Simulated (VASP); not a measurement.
# Ge (Fd-3m) in VASP: a series of runs

Runs on Ge. Level: PBE. Tasks: phonons.

Program: VASP 6.6.1. These are calculated values, not measurements. Logs are shortened: lines on timing, memory, paths and dates and some standing lists are left out, and cuts for length are marked.

### Step 1. The crystal as given

It takes space group Fd-3m (No. 227, cubic). The conventional cell has a = 5.658 Å, b = 5.658 Å, c = 5.658 Å, α = 90.00°, β = 90.00°, γ = 90.00°. Ge (site symmetry -43m) is surrounded by 4 Ge at 2.45 Å.

The cell was built by a generator and needn't be a form met in nature.

### Step 2. Phonons, PBE

POSCAR reads:

```
Ge
1.0
    0.0000000000      2.8290000000      2.8290000000
    2.8290000000      0.0000000000      2.8290000000
    2.8290000000      2.8290000000      0.0000000000
Ge
2
Direct
    0.0000000000      0.0000000000      0.0000000000
    0.2500000000      0.2500000000      0.2500000000
```

INCAR.step1 reads:

```
PREC = Accurate
ENCUT = 600
EDIFF = 1E-8
ISMEAR = -1
SIGMA = 0.03
LREAL = False
LASPH = True
NELM = 80
ALGO = Normal
ISIF = 3
LWAVE = False
LCHARG = False
GGA = PE
IBRION = 2
NSW = 40
EDIFFG = -0.002
```

INCAR.step2 reads:

```
PREC = Accurate
ENCUT = 600
EDIFF = 1E-8
ISMEAR = -1
SIGMA = 0.03
LREAL = False
LASPH = True
NELM = 80
ALGO = Normal
ISIF = 2
LWAVE = False
LCHARG = False
GGA = PE
IBRION = 8
NSW = 1
```

KPOINTS reads:

```
regular mesh
0
Gamma
  14 14 14
```

Potentials or basis: VASP PAW PBE potentials, release 64 (Ge_d).

Run with:

```bash
cat potpaw_PBE.64/Ge_d/POTCAR > POTCAR
cp INCAR.step1 INCAR
mpirun -np 1 vasp_std > vasp.out
cp CONTCAR POSCAR
cp INCAR.step2 INCAR
mpirun -np 1 vasp_std > vasp.out
```

OUTCAR:

```text
PREC = Accurate
   ENCUT = 600
   EDIFF = 1E-8
   ISMEAR = -1
   LREAL = False
   LASPH = True
   NELM = 80
   ISIF = 2
   GGA = PE
   IBRION = 8
   NSW = 1

 ion  position               nearest neighbor table
   1  0.000  0.000  0.000-   2 2.49   2 2.49   2 2.49   2 2.49
   2  0.250  0.250  0.250-   1 2.49   1 2.49   1 2.49   1 2.49

  LATTYP: Found a face centered cubic cell.
 ALAT       =     5.7604524766

  Lattice vectors:

 A1 = (   0.0000000000,   2.8802262383,   2.8802262383)
 A2 = (   2.8802262383,   0.0000000000,   2.8802262383)
 A3 = (   2.8802262383,   2.8802262383,   0.0000000000)

Analysis of symmetry for initial positions (statically):
=====================================================================
 Subroutine PRICEL returns:
 Original cell was already a primitive cell.

 Routine SETGRP: Setting up the symmetry group for a
 face centered cubic supercell.

 Subroutine GETGRP returns: Found 48 space group operations
 (whereof 24 operations were pure point group operations)
 out of a pool of 48 trial point group operations.

The static configuration has the point symmetry T_d .
 The point group associated with its full space group is O_h .

Analysis of symmetry for dynamics (positions and initial velocities):
=====================================================================
 Subroutine PRICEL returns:
 Original cell was already a primitive cell.

 Routine SETGRP: Setting up the symmetry group for a
 face centered cubic supercell.

 Subroutine GETGRP returns: Found 48 space group operations
 (whereof 24 operations were pure point group operations)
 out of a pool of 48 trial point group operations.

The dynamic configuration has the point symmetry T_d .
 The point group associated with its full space group is O_h .

 Subroutine INISYM returns: Found 48 space group operations
 (whereof 24 operations are pure point group operations),
 and found     1 'primitive' translations

----------------------------------------------------------------------------------------

                                     Primitive cell

  volume of cell :      47.7870

  direct lattice vectors                    reciprocal lattice vectors
     0.000000000  2.880226238  2.880226238    -0.173597474  0.173597474  0.173597474
     2.880226238  0.000000000  2.880226238     0.173597474 -0.173597474  0.173597474
     2.880226238  2.880226238  0.000000000     0.173597474  0.173597474 -0.173597474

  length of vectors
     4.073255009  4.073255009  4.073255009     0.300679645  0.300679645  0.300679645

  position of ions in fractional coordinates (direct lattice)
     0.000000000  0.000000000  0.000000000
     0.250000000  0.250000000  0.250000000

  ion indices of the primitive-cell ions
   primitive index   ion index
                 1           1
                 2           2

----------------------------------------------------------------------------------------

 KPOINTS: regular mesh

Automatic generation of k-mesh.
 Grid dimensions read from file:
 generate k-points for:   14   14   14

 Generating k-lattice:

  Cartesian coordinates                     Fractional coordinates (reciprocal lattice)
    -0.012399820  0.012399820  0.012399820     0.071428571  0.000000000  0.000000000
     0.012399820 -0.012399820  0.012399820     0.000000000  0.071428571  0.000000000
     0.012399820  0.012399820 -0.012399820     0.000000000  0.000000000  0.071428571

  Length of vectors
     0.021477118  0.021477118  0.021477118

  Shift w.r.t. Gamma in fractional coordinates (k-lattice)
     0.000000000  0.000000000  0.000000000

 Subroutine IBZKPT returns following result:
 ===========================================

 Found    104 irreducible k-points:

 Following reciprocal coordinates:
            Coordinates               Weight
  0.000000  0.000000  0.000000      1.000000
  0.071429  0.000000  0.000000      8.000000
  0.142857  0.000000  0.000000      8.000000
  0.214286  0.000000  0.000000      8.000000
  0.285714  0.000000  0.000000      8.000000
  0.357143  0.000000  0.000000      8.000000
[... 16 lines left out ...]
  0.214286  0.142857  0.000000     24.000000
  0.285714  0.142857  0.000000     24.000000
 [... further k-points ...]
   k-points           NKPTS =    104   k-points in BZ     NKDIM =    104   number of bands    NBANDS=     18
   number of dos      NEDOS =    301   number of ions     NIONS =      2
   total plane-waves  NPLWV =  46656
   dimension x,y,z NGX =    36 NGY =   36 NGZ =   36
   dimension x,y,z NGXF=    72 NGYF=   72 NGZF=   72
   ions per type =               2
   NGX,Y,Z   is equivalent  to a cutoff of  14.69, 14.69, 14.69 a.u.
   NGXF,Y,Z  is equivalent  to a cutoff of  29.39, 29.39, 29.39 a.u.
 SYSTEM =  unknown system
   PREC   = accura    normal or accurate (medium, high low for compatibility)
   ISTART =      0    job   : 0-new  1-cont  2-samecut
   ICHARG =      2    charge: 1-file 2-atom 10-const
   ISPIN  =      1    spin polarized calculation?
   LNONCOLLINEAR =      F non collinear calculations
   LSORBIT =      F    spin-orbit coupling
   LASPH  =      T    aspherical Exc in radial PAW
   ENCUT  =  600.0 eV  44.10 Ry    6.64 a.u.   8.14  8.14  8.14*2*pi/ulx,y,z
   NELM   =     80;   NELMIN=  2; NELMDL=  0     # of ELM steps
   EDIFF  = 0.1E-07   stopping-criterion for ELM
   LREAL  =      F    real-space projection
   EDIFFG = 0.1E-06   stopping-criterion for IOM
   NSW    =      1    number of steps for IOM
   IBRION =      8    ionic relax: 0-MD 1-quasi-New 2-CG
   NFREE  =      0    steps in history (QN), initial steepest desc. (CG)
   ISIF   =      2    stress and relaxation
   ISYM   =      2    0-nonsym 1-usesym 2-fastsym
   POTIM  = 0.5000    time-step for ionic-motion
   TEBEG  =    0.0;   TEEND  =   0.0 temperature during run
   PSTRESS=    0.0 pullay stress
   NELECT =      28.0000    total number of electrons
   NUPDOWN=      -1.0000    fix difference up-down
   EMIN   =  10.00;   EMAX   =-10.00  energy-range for DOS
   EFERMI =   0.00;   METHOD = LEGACY
   ISMEAR =    -1;   SIGMA  =   0.03  broadening in eV -4-tet -1-fermi 0-gaus
   EFERMI_NEDOS =   21; number of points for ismear=-14 and -15
   IALGO  =     38    algorithm
   IMIX   =      4    mixing-type and parameters
     AMIX     =   0.40;   BMIX     =  1.00
     AMIX_MAG =   1.60;   BMIX_MAG =  1.00
  volume/ion in A,a.u.               =      23.89       161.24
  Fermi-wavevector in a.u.,A,eV,Ry     =   1.369906  2.588748 25.533287  1.876644
  Thomas-Fermi vector in A             =   2.495740
   LORBIT       =      0    0 simple, 1 ext, 2 COOP (PROOUT), +10 PAW based schemes
   GGA     = PE    functional components
   LHFCALC =     F    Hartree Fock is set to
   AEXX    =    0.0000 exact exchange contribution
   IVDW    =     0    specifies the selected vdW correction
   LEPSILON=     F    determine dielectric tensor
   LRPA    =     F    only Hartree local field effects (RPA)
 non-spin polarized calculation
  energy-cutoff  :      600.00
  volume of cell :       47.79
 maximum number of plane-waves:      1639
 NGX is ok and might be reduce to    36
   NGX = 17   NGY = 17   NGZ = 17

--------------------------------------- Ionic step        1  -------------------------------------------

 number of electron      28.0000001 magnetization

 Free energy of the ion-electron system (eV)
  ---------------------------------------------------
  ext. energy  EPLUGINS =         0.00000000
  ---------------------------------------------------
  free energy    TOTEN  =        -9.03699439 eV

  energy without entropy =       -9.03677518  energy(sigma->0) =       -9.03688479

 E-fermi :   4.4712     XC(G=0):  -9.6717

 val. band max:        4.3670270290   @ k =  -0.0714   0.0714   0.0000
 cond. band min:       4.4806023535   @ k =   0.0000   0.0000   0.0000
 fundamental gap:      0.1135753245
 Fermi energy:         4.4712324061

 k-point     1 :       0.0000    0.0000    0.0000
  band No.  band energies     occupation
      1     -20.2657      2.00000
      2     -20.2657      2.00000
      3     -20.2657      2.00000
      4     -20.2336      2.00000
      5     -20.2336      2.00000
      6     -20.0504      2.00000
[... 10 lines left out ...]
     17       7.0102      0.00000
     18       7.0102      0.00000
[... 466 lines left out ...]
      2     -20.2802      2.00000
      3     -20.2603      2.00000
      4     -20.2091      2.00000
      5     -20.1889      2.00000
      6     -20.1065      2.00000
[... 10 lines left out ...]
     17       9.2365      0.00000
     18       9.3399      0.00000

 [... further k-points ...]
[... 5 lines left out ...]
  --------------------------------------------------------------------------------------
  -------------------------------------------------------------------------------------
  Total        0.0015539      0.0015539      0.0015539     -0.0000000     -0.0000000     -0.0000000
  in kB        0.0520974      0.0520974      0.0520974     -0.0000000     -0.0000000     -0.0000000
  external PRESSURE =       0.0520974 kB  Pullay stress =       0.0000000 kB

 VOLUME and BASIS-vectors are now :
 -----------------------------------------------------------------------------
  energy-cutoff  :      600.00
  volume of cell :       47.79
      direct lattice vectors                 reciprocal lattice vectors
     0.000000000  2.880226238  2.880226238    -0.173597474  0.173597474  0.173597474
     2.880226238  0.000000000  2.880226238     0.173597474 -0.173597474  0.173597474
     2.880226238  2.880226238  0.000000000     0.173597474  0.173597474 -0.173597474

 POSITION                                       TOTAL-FORCE (eV/Angst)
 -----------------------------------------------------------------------------------
      0.00000      0.00000      0.00000        -0.000000     -0.000000     -0.000000
      1.44011      1.44011      1.44011         0.000000      0.000000      0.000000
 -----------------------------------------------------------------------------------
    total drift:                                0.000000      0.000000      0.000000

  FREE ENERGIE OF THE ION-ELECTRON SYSTEM (eV)
  ---------------------------------------------------
  free  energy   TOTEN  =        -9.0369943907 eV

  energy  without entropy=       -9.0367751823  energy(sigma->0) =       -9.03688479

[... ionic steps 2 to 3 ...]

--------------------------------------- Ionic step        4  -------------------------------------------

 Free energy of the ion-electron system (eV)
  ---------------------------------------------------
  ---------------------------------------------------
  free energy    TOTEN  =        -0.19373852 eV

  energy without entropy =       -0.19373852

------------------------ aborting loop because EDIFF is reached ----------------------------------------

 INTERNAL STRAIN TENSOR  FOR ION    1  DIRECTION 1   (eV/Angst):
 -----------------------------------------------------------------------------
    -0.00749  0.00000  0.00000
     0.00000  0.00470  7.10835
     0.00000  7.10835  0.00470

 INTERNAL STRAIN TENSOR FOR ION    2 for displacements in x,y,z  (eV/Angst):
          X           Y           Z          XY          YZ          ZX
  --------------------------------------------------------------------------------
  x     0.00000    -0.00000    -0.00000     0.00000    -7.10835     0.00000
  y     0.00000     0.00000     0.00000     0.00000     0.00000    -7.10835
  z    -0.00000    -0.00000     0.00000    -7.10835     0.00000     0.00000

 SECOND DERIVATIVES (NOT SYMMETRIZED)
 ------------------------------------
               1X          1Y          1Z          2X          2Y          2Z
  1X    -9.980594    0.000000    0.000000    9.980594    0.000000    0.000000
  1Y     0.000000   -9.980594    0.000000    0.000000    9.980594    0.000000
  1Z     0.000000    0.000000   -9.980594    0.000000    0.000000    9.980594
  2X     9.980594    0.000000    0.000000   -9.980594    0.000000    0.000000
  2Y     0.000000    9.980594    0.000000    0.000000   -9.980594    0.000000
  2Z     0.000000    0.000000    9.980594    0.000000    0.000000   -9.980594

 Eigenvectors and eigenvalues of the dynamical matrix
 ----------------------------------------------------

   1 f  =    8.196826 THz    51.502174 2PiTHz  273.416671 cm-1    33.899332 meV
             X         Y         Z           dx          dy          dz
      0.000000  0.000000  0.000000     0.000000   -0.707107    0.000000
      1.440113  1.440113  1.440113     0.000000    0.707107    0.000000

   2 f  =    8.196826 THz    51.502174 2PiTHz  273.416671 cm-1    33.899332 meV
             X         Y         Z           dx          dy          dz
      0.000000  0.000000  0.000000    -0.707107    0.000000    0.000000
      1.440113  1.440113  1.440113     0.707107    0.000000    0.000000
[... 11 lines left out ...]
   5 f  =    0.000000 THz     0.000000 2PiTHz    0.000000 cm-1     0.000000 meV
             X         Y         Z           dx          dy          dz
      0.000000  0.000000  0.000000     0.000000    0.707107    0.000000
      1.440113  1.440113  1.440113     0.000000    0.707107    0.000000

   6 f  =    0.000000 THz     0.000000 2PiTHz    0.000000 cm-1     0.000000 meV
             X         Y         Z           dx          dy          dz
      0.000000  0.000000  0.000000     0.000000    0.000000    0.707107
      1.440113  1.440113  1.440113     0.000000    0.000000    0.707107

--------------------------------------------------------------------------------------------------------

 ELASTIC MODULI CONTR FROM IONIC RELAXATION (kBar)
 Direction    XX          YY          ZZ          XY          YZ          ZX
 --------------------------------------------------------------------------------
 XX          -0.0000     -0.0000      0.0000     -0.0000      0.0000      0.0000
 YY          -0.0000     -0.0000     -0.0000     -0.0000     -0.0000      0.0000
 ZZ           0.0000     -0.0000     -0.0000      0.0000     -0.0000      0.0000
 XY          -0.0000     -0.0000      0.0000   -169.7389      0.0000      0.0000
 YZ           0.0000     -0.0000     -0.0000      0.0000   -169.7389      0.0000
 ZX           0.0000      0.0000      0.0000      0.0000      0.0000   -169.7389
 --------------------------------------------------------------------------------
```

It took 7.9 min on 1 thread of Intel Xeon 6975P-C (Granite Rapids), shared host; peak memory 0.91 GiB.

What came out:

| Quantity | Value |
| --- | --- |
| Relaxed volume | 23.89 Å³/atom |
| Relaxed cell | a = 4.073 Å, b = 4.073 Å, c = 4.073 Å, α = 60.00°, β = 60.00°, γ = 60.00° |
| Space group after relaxing (to 0.05 Å) | Fd-3m (No. 227) |
| Highest phonon frequency at Γ | 273 cm⁻¹ |

Step by step:
| step | energy change (eV) | largest force (eV/Å) | pressure (GPa) | volume (Å³) |
| --- | --- | --- | --- | --- |
| 1 | 0.0000 | 0.0000 | 3.62 | 45.28 |
| 2 | -0.0237 | 0.0000 | -1.08 | 48.72 |
| 3 | -0.0269 | 0.0000 | 0.01 | 47.79 |

Final structure:
```yaml
crystal:
  lattice:
    - [0.00000, 2.88023, 2.88023]
    - [2.88023, 0.00000, 2.88023]
    - [2.88023, 2.88023, 0.00000]
  atoms:
    - { symbol: Ge, position: [0.00000, 0.00000, 0.00000] }
    - { symbol: Ge, position: [0.25000, 0.25000, 0.25000] }
```

Phonon frequencies in cm⁻¹ (negative: imaginary):
| q point | frequencies |
| --- | --- |
| (0.000, 0.000, 0.000) | 0 0 0 273 273 273 |

(Part 1 of 3 ends here.)
